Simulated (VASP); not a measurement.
# Ag (P-1) in VASP: single point with PBE

Aim: the single point of Ag with PBE.

Program: VASP 6.6.1. These are calculated values, not measurements. Logs are shortened: lines on timing, memory, paths and dates and some standing lists are left out, and cuts for length are marked.

### Step 1. The crystal as given

The typed cell holds 2 atoms: a = 3.327 Å, b = 3.330 Å, c = 3.323 Å, α = 90.32°, β = 90.19°, γ = 89.80°.

The cell was built by a generator and needn't be a form met in nature.

### Step 2. Single point, PBE

Input file INCAR:

```
PREC     = Accurate       # precision mode
ENCUT    = 520            # plane-wave cutoff, eV
EDIFF    = 1E-6           # SCF threshold, eV
ISMEAR   = -1             # smearing method
SIGMA    = 0.1            # smearing width, eV
LREAL    = F              # projectors in reciprocal space
LASPH    = T              # aspherical terms in the spheres
NELM     = 60             # most SCF steps
ALGO     = Fast           # electronic algorithm
ISIF     = 2              # what is computed and relaxed
LWAVE    = F              # write WAVECAR
LCHARG   = F              # write CHGCAR
GGA      = PE             # functional
NBANDS   = 18             # bands
```

Input file KPOINTS:

```
Automatic mesh
0
Gamma
  5 5 5
  0.5 0 0
```

Input file POSCAR:

```
Ag
1.0
    3.3269220000      0.0058180000     -0.0056460000
    0.0058180000      3.3298590000     -0.0094210000
   -0.0056460000     -0.0094210000      3.3231060000
Ag
2
Direct
    0.0670410000      0.9733640000      0.9400340000
    0.5984410000      0.4794770000      0.4943350000
```

Potentials or basis: VASP PAW PBE potentials, release 64 (Ag).

Command:

```sh
$ cat potpaw_PBE.64/Ag/POTCAR > POTCAR
$ mpirun -np 1 vasp_std > vasp.out
```

OUTCAR:

```text
PREC = Accurate
   ENCUT = 520
   EDIFF = 1E-6
   ISMEAR = -1
   LREAL = F
   LASPH = T
   NELM = 60
   ISIF = 2
   GGA = PE

 ion  position               nearest neighbor table
   1  0.067  0.973  0.940-   2 2.70   2 2.73   2 2.83   2 2.87   2 2.93   2 2.94   2 3.04   2 3.05

   2  0.598  0.479  0.494-   1 2.70   1 2.73   1 2.83   1 2.87   1 2.93   1 2.94   1 3.04   1 3.05

  LATTYP: Found a triclinic cell.
 ALAT       =     3.3269318780
 B/A-ratio  =     1.4123610700
 C/A-ratio  =     1.7286890719
 COS(alpha) =     0.0002035860
 COS(beta)  =     0.5785347744
 COS(gamma) =     0.7055533924

  Lattice vectors:

 A1 = (  -3.3269220000,  -0.0058180000,   0.0056460000)
 A2 = (  -3.3211040000,   3.3240410000,  -0.0037750000)
 A3 = (  -3.3270940000,  -3.3262560000,  -3.3080390000)

Analysis of symmetry for initial positions (statically):
=====================================================================
 Subroutine PRICEL returns:
 Original cell was already a primitive cell.

 Routine SETGRP: Setting up the symmetry group for a
 triclinic supercell.

 Subroutine GETGRP returns: Found  2 space group operations
 (whereof  1 operations were pure point group operations)
 out of a pool of  2 trial point group operations.

The static configuration has the point symmetry C_1 .
 The point group associated with its full space group is S_2 .

Analysis of symmetry for dynamics (positions and initial velocities):
=====================================================================
 Subroutine PRICEL returns:
 Original cell was already a primitive cell.

 Routine SETGRP: Setting up the symmetry group for a
 triclinic supercell.

 Subroutine GETGRP returns: Found  2 space group operations
 (whereof  1 operations were pure point group operations)
 out of a pool of  2 trial point group operations.

The dynamic configuration has the point symmetry C_1 .
 The point group associated with its full space group is S_2 .

 Subroutine INISYM returns: Found  2 space group operations
 (whereof  1 operations are pure point group operations),
 and found     1 'primitive' translations

----------------------------------------------------------------------------------------

                                     Primitive cell

[... 86 lines left out ...]
   LSORBIT =      F    spin-orbit coupling
   LASPH  =      T    aspherical Exc in radial PAW
   ENCUT  =  520.0 eV  38.22 Ry    6.18 a.u.   6.19  6.19  6.18*2*pi/ulx,y,z
   NELM   =     60;   NELMIN=  2; NELMDL= -5     # of ELM steps
   EDIFF  = 0.1E-05   stopping-criterion for ELM
   LREAL  =      F    real-space projection
   EDIFFG = 0.1E-04   stopping-criterion for IOM
   NSW    =      0    number of steps for IOM
   IBRION =     -1    ionic relax: 0-MD 1-quasi-New 2-CG
   NFREE  =      0    steps in history (QN), initial steepest desc. (CG)
   ISIF   =      2    stress and relaxation
   ISYM   =      2    0-nonsym 1-usesym 2-fastsym
   POTIM  = 0.5000    time-step for ionic-motion
   TEBEG  =    0.0;   TEEND  =   0.0 temperature during run
   PSTRESS=    0.0 pullay stress
   NELECT =      22.0000    total number of electrons
   NUPDOWN=      -1.0000    fix difference up-down
   EMIN   =  10.00;   EMAX   =-10.00  energy-range for DOS
   EFERMI =   0.00;   METHOD = LEGACY
   ISMEAR =    -1;   SIGMA  =   0.10  broadening in eV -4-tet -1-fermi 0-gaus
   EFERMI_NEDOS =   21; number of points for ismear=-14 and -15
   IALGO  =     68    algorithm
   IMIX   =      4    mixing-type and parameters
     AMIX     =   0.40;   BMIX     =  1.00
     AMIX_MAG =   1.60;   BMIX_MAG =  1.00
  volume/ion in A,a.u.               =      18.41       124.21
  Fermi-wavevector in a.u.,A,eV,Ry     =   1.378945  2.605828 25.871322  1.901489
  Thomas-Fermi vector in A             =   2.503960
   LORBIT       =      0    0 simple, 1 ext, 2 COOP (PROOUT), +10 PAW based schemes
   GGA     = PE    functional components
   LHFCALC =     F    Hartree Fock is set to
   AEXX    =    0.0000 exact exchange contribution
   IVDW    =     0    specifies the selected vdW correction
   LEPSILON=     F    determine dielectric tensor
   LRPA    =     F    only Hartree local field effects (RPA)
 non-spin polarized calculation
 RMM-DIIS sequential band-by-band and
  energy-cutoff  :      520.00
  volume of cell :       36.81
 maximum number of plane-waves:      1003
 NGX is ok and might be reduce to    28
   NGX = 13   NGY = 13   NGZ = 13

 number of electron      22.0000002 magnetization

 Free energy of the ion-electron system (eV)
  ---------------------------------------------------
  ext. energy  EPLUGINS =         0.00000000
  ---------------------------------------------------
  free energy    TOTEN  =        -5.30843077 eV

  energy without entropy =       -5.29998819  energy(sigma->0) =       -5.30420948

 E-fermi :   7.4954     XC(G=0): -11.7492

 val. band max:        7.2998007990   @ k =   0.1000   0.0000   0.4000
 cond. band min:       7.8922172763   @ k =  -0.1000   0.4000   0.2000
 fundamental gap:      0.5924164773
 Fermi energy:         7.4953508405

 k-point     1 :       0.1000    0.0000    0.0000
  band No.  band energies     occupation
      1       0.3533      2.00000
      2       1.5138      2.00000
      3       1.5887      2.00000
      4       2.6264      2.00000
      5       2.7899      2.00000
      6       2.8424      2.00000
[... 481 lines left out ...]
      5       2.8447      2.00000
      6       3.0605      2.00000
[... 10 lines left out ...]
     17      22.2363      0.00000
     18      23.4993      0.00000

 [... further k-points ...]

------------------------ aborting loop because EDIFF is reached ----------------------------------------

  FORCE on cell =-STRESS in cart. coord.  units (eV):
  Direction    XX          YY          ZZ          XY          YZ          ZX
  --------------------------------------------------------------------------------------
  -------------------------------------------------------------------------------------
  Total        0.3129467     -0.2458677     -0.5529441     -0.0071000      0.1426910      0.3491404
  in kB       13.6199142    -10.7005333    -24.0649625     -0.3090044      6.2101265     15.1951177
  external PRESSURE =      -7.0485272 kB  Pullay stress =       0.0000000 kB

 VOLUME and BASIS-vectors are now :
 -----------------------------------------------------------------------------
  energy-cutoff  :      520.00
  volume of cell :       36.81
      direct lattice vectors                 reciprocal lattice vectors
     3.326922000  0.005818000 -0.005646000     0.300579912 -0.000523739  0.000509204
     0.005818000  3.329859000 -0.009421000    -0.000523739  0.300316338  0.000850506
    -0.005646000 -0.009421000  3.323106000     0.000509204  0.000850506  0.300926569

 POSITION                                       TOTAL-FORCE (eV/Angst)
 -----------------------------------------------------------------------------------
      0.22340      3.23270      3.11428         0.471948      0.105488      0.736601
      1.99097      1.59542      1.63483        -0.471948     -0.105488     -0.736601
 -----------------------------------------------------------------------------------
    total drift:                               -0.000013     -0.000009     -0.000023

  FREE ENERGIE OF THE ION-ELECTRON SYSTEM (eV)
  ---------------------------------------------------
  free  energy   TOTEN  =        -5.3084307653 eV

  energy  without entropy=       -5.2999881874  energy(sigma->0) =       -5.30420948
```

OSZICAR:

```text
N       E                     dE             d eps       ncg     rms          rms(c)
DAV:   1     0.123931191297E+03    0.12393E+03   -0.11186E+04  2268   0.118E+03
DAV:   2    -0.375218413811E+01   -0.12768E+03   -0.12149E+03  2350   0.264E+02
DAV:   3    -0.576067724395E+01   -0.20085E+01   -0.20023E+01  2564   0.375E+01
DAV:   4    -0.576713569368E+01   -0.64584E-02   -0.64580E-02  2416   0.211E+00
DAV:   5    -0.576719481016E+01   -0.59116E-04   -0.59117E-04  2408   0.218E-01    0.624E+00
RMM:   6    -0.532479528512E+01    0.44240E+00   -0.10748E+00  2270   0.837E+00    0.412E+00
RMM:   7    -0.531295167461E+01    0.11844E-01   -0.22909E-02  2346   0.142E+00    0.243E+00
RMM:   8    -0.530848662001E+01    0.44651E-02   -0.25486E-03  2361   0.423E-01    0.195E-01
RMM:   9    -0.530842826865E+01    0.58351E-04   -0.49666E-04  2431   0.176E-01    0.842E-02
RMM:  10    -0.530842903176E+01   -0.76311E-06   -0.59189E-05  2433   0.607E-02    0.168E-02
RMM:  11    -0.530843175316E+01   -0.27214E-05   -0.12867E-05  2419   0.256E-02    0.738E-03
RMM:  12    -0.530843076535E+01    0.98781E-06   -0.24644E-06  1904   0.108E-02
   1 F= -.53084308E+01 E0= -.53042095E+01  d E =-.844258E-02
```

Run time: 15 s. Hardware: 1 thread of Intel Xeon 6975P-C (Granite Rapids), shared host; peak memory 0.17 GiB.

Results:

```
Free energy            : -5.3084 eV
Pressure               : -0.7 GPa
Largest force          : 0.881 eV/Å
Band gap on the k mesh : none (metal or under the smearing width)
```

Forces in eV/Å, atoms in the order of the input:
```
Ag   0.472  0.105  0.737
Ag  -0.472 -0.105 -0.737
```

Stress tensor (GPa, compression positive):
```
 1.36 -0.03  1.52
-0.03 -1.07  0.62
 1.52  0.62 -2.41
```

Caveat: the k mesh is coarse (spacing up to 0.38 Å⁻¹), so the values aren't converged.
